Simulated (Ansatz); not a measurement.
# Mo: from a first guess to the relaxed fcc type

First guess:

```yaml
crystal:
  lattice:
    - [0.00000, 1.92442, 1.92442]
    - [1.92442, 0.00000, 1.92442]
    - [1.92442, 1.92442, 0.00000]
  atoms:
    - { symbol: Mo, position: [0.00000, 0.00000, 0.00000] }
```

Computed with Ansatz 0.2.0, DFT, PBE, PAW with Ansatz's default frozen-core files, scalar-relativistic.

Cell and atoms relax within the symmetry of the start on a 18×18×18 k mesh with 0.05 eV Fermi–Dirac smearing.

The start is built from a prototype, known or not as a phase of this compound; the cutoff is 420 eV.

Problem. What is the pressure of the first guess?

Solution. 35.3 GPa.

Problem. What does it relax to?

Solution. a = 4.002 Å, b = 4.002 Å, c = 4.002 Å, α = 90.00°, β = 90.00°, γ = 90.00° (conventional cell), 16.03 Å³ per atom:
```xyz
1
Lattice="0.0000 2.0010 2.0010 2.0010 0.0000 2.0010 2.0010 2.0010 0.0000" Properties=species:S:1:pos:R:3 pbc="T T T"
Mo    0.0000    0.0000    0.0000
```

Problem. How much energy does the relaxation release?

Solution. 178 meV/atom.
